Energy-loss function of GaAs from Yambo 5.3.0: linear response in the optical limit with a long-range-corrected kernel (α = −0.5), on Quantum ESPRESSO LDA states without quasiparticle correction or spin-orbit coupling. Field along z, 8×8×8 k-mesh, 29 bands in the sums, broadening 0.1 eV, PseudoDojo 0.4.1 SR LDA standard potentials.

```
row  loss function  loss energy (eV)
  1          0.003             0.000
  2          0.028             1.055
  3          0.024             1.960
  4          0.065             3.015
  5          0.035             4.070
  6          0.178             5.126
  7          0.062             6.030
  8          0.121             7.085
  9          0.332             8.141
 10          0.259             9.196
 11          0.251            10.100
 12          0.878            11.160
 13          0.491            12.210
 14          1.506            13.270
 15          1.571            14.170
 16          3.174            15.230
 17          2.297            16.280
 18          1.773            17.340
 19          1.553            18.240
 20          1.004            19.300
 21          1.086            20.350
 22          0.899            21.410
 23          0.488            22.310
 24          0.583            23.370
 25          0.525            24.420
 26          0.431            25.480
 27          0.283            26.380
 28          0.307            27.440
 29          0.399            28.490
 30          0.370            29.550
```

Three sizes describe this spectrum. The valence electrons of GaAs oscillate collectively at about 16 eV. The peak of that oscillation is about 4 eV wide and at least 3 units high. Between 1 and 2 eV the loss is about a hundred times weaker than at this plasmon peak.

All rows belong to one spectrum, a linear-response calculation on uncorrected LDA bands with a long-range-corrected (LRC) kernel and a line broadening of 0.1 eV. The row number is only a counter. The loss energy E = ħω is the energy that a fast electron hands to the crystal, here in the limit of vanishing momentum transfer. The loss function L is dimensionless and sets the relative probability of that transfer. It is built from the dielectric function ε = ε1 + iε2:

L = −Im(1/ε) = ε2/(ε1² + ε2²)

The inverse appears because the passing electron imposes a fixed external charge, and the field inside the crystal is that charge's field divided by ε. Light absorption follows ε2 itself, whereas loss follows ε2 divided by the square of the screening. Two bounds come straight from the formula, L ≤ 1/ε2 and L ≤ 1/|ε|. A crystal that responds strongly therefore shields itself and takes little energy from the electron, and a large loss needs |ε| close to zero. The walk down the table is a walk from strong screening, through the zero of ε1, to almost no screening.

Rows 1 to 8, strong screening. Up to 7 eV the loss stays at or below 0.178, although this is the range where electrons are lifted across the bonding–antibonding gap in large numbers. The same calculation places its absorption peak at 1.51 eV with a height of 78.5. Read as ε2, that height caps the loss at this energy at its inverse, about 0.013. Rows 2 and 3, which lie on either side at slightly different energies, are about twice that cap, the same order of size.

This stretch is also where errors in the underlying bands matter most. The LDA gap of the run is 0.28 eV, against a measured gap of roughly 1.5 eV (a rough recalled value), and neither quasiparticle shifts nor spin-orbit coupling are included. The absorption peak lies at 5.4 times the computed gap, so its nearness to the measured gap is an accident. Losses in the lowest rows begin at energies where the real crystal is still transparent.

The static dielectric constant of the run is −31.8, which is an artefact, since the crystal has a gap and is treated as an insulator. Without the kernel the value is 98.5, already far above the measured value of roughly 11 (again rough and recalled). A likely reason, untested here, is that the tiny direct gap at the zone centre carries too much weight on a coarse mesh of k-points. The kernel then turns a value that is too large into a negative one.

The sign change can be followed by hand if local fields are ignored. Let x be the independent-particle ε minus one, and let a = |α|/4π, where the kernel parameter α = −0.5 gives a = 0.0398. The kernel acts as an attraction that amplifies the response:

ε = 1 + x/(1 − a·x)

1 + 97.5/(1 − 0.0398 × 97.5) = −32.9

The denominator turns negative once the independent value exceeds 26.1, and the result lies close to the −31.8 of the run. This agreement shows that the kernel accounts for the sign. It also makes the absorption peak suspect, in position as well as height, because the same denominator governs both.

The loss function is far less exposed to this failure, because it needs the inverse. Rearranging the same expression gives

1/ε = −a/(1 − a) + [1/(1 − a)] / [1 + (1 − a)·x]

The first term is real and adds no loss, and the second is the ordinary inverse with the response scaled down by 4.0% and the whole scaled up by about as much. The numbers bear this out at zero energy: 1/ε is −0.031 with the kernel and 0.010 without, small in both cases. The smallness of the lowest rows is thus safe, while their individual values inherit the faults of the gap and the mesh.

Rows 9 to 15, the screening gives way. Above about 8 eV the driving frequency exceeds that of most bond transitions, and the valence electrons begin to respond as if they were free. For a free electron of mass m and charge −e in a field F oscillating at ω, Newton's law gives a displacement u = eF/(mω²). With n electrons per volume the polarisation is −neu, and dividing by ε0F gives

ε = 1 − ωp²/ω², with ωp² = n e²/(ε0 m)

Below ωp this ε is negative, and its magnitude shrinks as ω rises. The denominator of L falls and the loss climbs, from 0.332 at row 9 to 1.571 at row 15, with setbacks at rows 10, 11 and 13. From row 14 on L exceeds one, and by the second bound |ε| must there be smaller than one. L stays above one for eight rows in succession, up to row 21.

The irregular rows of the lower half are best taken together. Side maxima stand at rows 2, 4, 6, 9 and 12, each exceeding the mean of its two neighbours by 75% to 267%, far beyond the rounding of the table. The rise also stalls between rows 14 and 15, where it amounts to 0.065 between two steps of more than one unit. Real interband structure exists in this range, yet these particular bumps are not safely tied to it.

A likely reason lies in three settings. A coarse mesh replaces a continuous band of transitions by a finite set of lines, each line is broadened by only 0.1 eV, and the rows stand about 1 eV apart, ten times the broadening. A row can then fall on a spike or in a gap between spikes. That this produces the jaggedness is a guess, which a denser mesh or a larger broadening could test. The smooth envelope carries the physics, and no single bump is assigned to a transition.

Rows 16 to 19, the plasmon. Where ε1 rises through zero and ε2 is small, the crystal can sustain an oscillating field with almost no external charge to drive it, which is the bulk plasmon. A zero of ε1 inside the strong absorption at lower energy would give no such peak, because ε2 is large there. Row 16 holds the largest value, 3.174 at 15.23 eV. The maximum of the computed spectrum lies at 15.68 eV, between rows 16 and 17. The free-electron formula comes close to this energy if only the s and p electrons are counted.

Gallium brings three 4s and 4p electrons and arsenic five, so the cell of two atoms holds eight. The other 20 of the 28 electrons in the calculation sit in the two filled 3d shells, which are bound by more than the plasmon energy or by about as much and do not move as free charges at this frequency. With the cell volume of 45.19 Å³ the estimate runs

n = 8/45.19 Å³ = 0.1770 Å⁻³ = 1.770 × 10²⁹ m⁻³

and, with this density and the natural constants in the formula for ωp,

ħωp = ħ√(n e²/(ε0 m)) = 15.62 eV

The estimate uses only the volume, the electron count and natural constants, so no row of the table enters it. It lies 0.3% below the computed maximum. Counting one 3d shell as free gives 23.4 eV and counting both gives 29.2 eV, about 50% and 86% above the maximum. The comparison supports the view that the s and p electrons chiefly set the position of the main peak.

The closeness is finer than the model deserves, because corrections of a few per cent act in both directions. Setting ε = 0 in the kernel formula gives ω = ωp√(1 − a), a lowering by 2.0% or 0.31 eV. Binding pushes the other way: electrons tied to a bond frequency ω0 have ε = 1 + ωp²/(ω0² − ω²), whose zero lies at √(ωp² + ω0²). The polarisable d shells add a background screening that lowers the zero again. Theory gives the directions of these last two shifts, the table does not separate them, and agreement within a few per cent is the fair reading.

The same formulas give the rule for a related crystal. With eight s and p electrons per cell the plasmon energy varies as the inverse square root of the cell volume, so a cell 10% larger lowers it by about 5%. The band gap has little say, because ω0 is a mean over all bond transitions, not the smallest of them, and its square stands beside the much larger ωp². An LDA gap several times too small therefore leaves the peak near its free-electron place. In the low-loss spectrum of such a crystal, the peak position is first of all a gauge of valence-electron density.

The free-electron picture fails on height and width. Near the zero, ε1 ≈ 2(ω − ωp)/ωp, so L peaks at 1/ε2 and falls to half where ε1 = ±ε2, which makes the full width ε2·ħωp. If the numerical broadening were the only damping, the width would be 0.2 eV and the height near 80. The table crosses half of its largest value at 14.2 and 18.1 eV, by linear interpolation between rows.

That width of 3.9 eV is twenty times the numerical one, though it overstates the width at half height to the extent that the maximum between the rows is higher than row 16. The bound at row 16 gives |ε| ≤ 0.315, and an ε2 near that limit would imply a width of 4 to 5 eV, in fair accord with the table. The numbers thus point to a sizeable ε2 at the plasmon energy that does not stem from the broadening. Standard theory names its source: in a crystal, vertical transitions from valence bands to high conduction bands exist at this energy, and the plasmon decays into such electron–hole pairs.

Rows 20 to 30, the unscreened tail. The loss falls more slowly above the peak than it rose below it. At 3 eV from the maximum the upper side is 1.4 times the lower, and at 12 eV from it 7.1 times, with the ratio growing at each distance checked in between. From row 23 to the end the values stay between about 0.3 and 0.6.

The denominator of L favours the upper side. At half the plasmon energy the free-electron ε1 is 1 − 4 = −3, and any ε2 is divided by at least nine. At one and a half times the plasmon energy ε1 is about 0.6, so a small ε2 is amplified about threefold. These values are only a guide. With ε1 = −3 the loss could not exceed one sixth, yet row 9, slightly above half the plasmon energy, has 0.332, so the free-electron ε1 is too negative there. The numerator works the other way. For free electrons with weak friction ε2 falls as the inverse cube of the energy, 27-fold from half to one and a half times the plasmon energy, which nearly cancels the gain from the denominator. Free electrons alone would thus give almost equal losses at these two energies. The observed ratio of 2.4 suggests an ε2 that falls more slowly, as interband transitions at high energy would make it, though the table does not give ε1 and ε2 separately. Above the plasmon the loss function comes to resemble the absorption spectrum, and weak transitions become visible in it.

Which transitions fill the tail is less certain. Excitations out of the gallium 3d shell probably contribute alongside those of the valence bands, but this is untested, and LDA is known to place that shell too shallow, so no onset is read from the table. The response sums hold 29 bands, of which 15 are empty, and the run warns that this cut splits a degenerate level. Above about 20 eV the tail may therefore be too weak or wrongly shaped.

The side maxima at rows 21, 24 and 29 exceed their neighbours' mean by only 14% to 18%. Over rows 18 to 29 a row differs from the mean of its neighbours by 15% on average, much less than in the lower half, but these bumps are open to the same doubt about mesh and broadening. Row 24 happens to lie next to the energy obtained by counting one 3d shell as free. Since those electrons are bound and the bump is small, that is best treated as a coincidence.

The area under E·L gives a second reading of the electron count through the f-sum rule, which holds for an integral over all energies:

∫ ω L dω = (π/2) ωp²

Integrating E·L over all rows by the trapezoid rule and dividing by the value for one electron per cell gives 7.6 electrons up to the last row. Odd rows alone give 6.7, over a range one row shorter, and even rows alone 8.1, so the coarse sampling alone leaves the count uncertain by about one electron. It agrees with eight, though any 3d transitions in the tail and any weight cut off by the band limit blur the comparison.

The distribution of that weight is the more telling result. About 2% lies below 10 eV, about two thirds between 10 and 20 eV, and about 31% above. The range that dominates optical absorption, and where this calculation has its worst faults, takes almost no part in the energy loss.
